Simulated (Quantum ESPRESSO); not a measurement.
## Pd under changes of volume

One of the cells (14.750 Å³/atom); the others are scaled copies at fixed shape and fractional positions:

```xyz
1
Lattice="0.0000 1.9465 1.9465 1.9465 0.0000 1.9465 1.9465 1.9465 0.0000" Properties=species:S:1:pos:R:3 pbc="T T T"
Pd    0.0000    0.0000    0.0000
```

| Item | Value |
| --- | --- |
| Program | Quantum ESPRESSO 7.5 |
| Functional | r2SCAN |
| Potentials or basis | SG15 PBE 1.2 |
| Cutoff | 952 eV |
| Density cutoff | 3810 eV |
| k mesh | 9 × 9 × 9 |
| Occupations | fermi-dirac, width 0.05 eV |
| Spin | no spin polarisation |

| volume (Å³/atom) | energy over the lowest point (meV/atom) | pressure (GPa) |
| --- | --- | --- |
| 13.865 | ? | ? |
| 14.160 | 17.18 | 9.5 |
| 14.455 | 4.48 | 4.7 |
| 14.750 | 0.00 | 0.6 |
| 15.045 | 2.75 | -3.1 |
| 15.340 | 11.83 | -6.3 |
| 15.635 | 26.45 | -9.1 |

Problem. What does the run at 13.865 Å³/atom give?

Solution. Energy over the lowest point 39.26 meV/atom; pressure 14.9 GPa.

Worked out: A Birch-Murnaghan fit of order 3 (a polynomial in V^(-2/3)) to the other rows has its minimum at 14.78 Å³/atom with B0 = V·E''(V) = 194 GPa and B' = 5.6. It gives 39.27 meV/atom at 13.865 Å³/atom, against the run's 39.26, and -dE/dV = 14.8 GPa, against 14.9.

Energies are extrapolated to zero smearing.

Caveats: the potentials were made for another functional, which shifts forces and pressure.
